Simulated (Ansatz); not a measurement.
Compressing Li: a fit and a missing row

Li, P6_3/mmc, a = 2.950 Å, c = 9.688 Å. This isn't the element's structure at ambient conditions. Ansatz: PBE+D3(BJ), PAW, 420 eV, Γ-centred 18×18×6 mesh on 4 atoms, Gaussian smearing 0.10 eV; no spin polarisation. Shape and atoms are relaxed at each volume; pressure is positive in compression.

```tsv
V (Å³/atom)	P (GPa)
16.063	?
16.611	1.73
17.159	1.08
17.706	0.51
18.254	0.01
18.801	-0.43
19.349	-0.82
20.079	-1.27
```

Q: Take V0 = 18.254 Å³/atom, count pressures from its P0 = 0.01 GPa, fit the third-order Birch–Murnaghan form to the other rows, and predict the missing pressure.

A: With the Eulerian strain f = ½[(V0/V)^(2/3) − 1] and y = (P − P0)/[3f(1 + 2f)^(5/2)], the form is the line y = B0 + 1.5 B0 (B0′ − 4) f. Rows (f, y): 0.03245, 15.10; 0.02105, 15.28; 0.01026, 15.44; -0.00975, 15.80; -0.01905, 16.00; -0.03078, 16.25. Means f = 0.0006967, y = 15.645; Σ(Δf)² = 0.003004, ΣΔfΔy = -0.05437; the slope is their ratio. y = 15.66 − 18.10 f GPa, so B0 = 15.7 GPa and B0′ = 4 + 2 × (-18.10)/(3 × 15.66) = 3.23. At V = 16.063, f = 0.04449, y = 14.855 and P = 2.46 GPa. The run gave 2.48 GPa, so the fit is 0.02 GPa too low, a small miss on the scale of the series.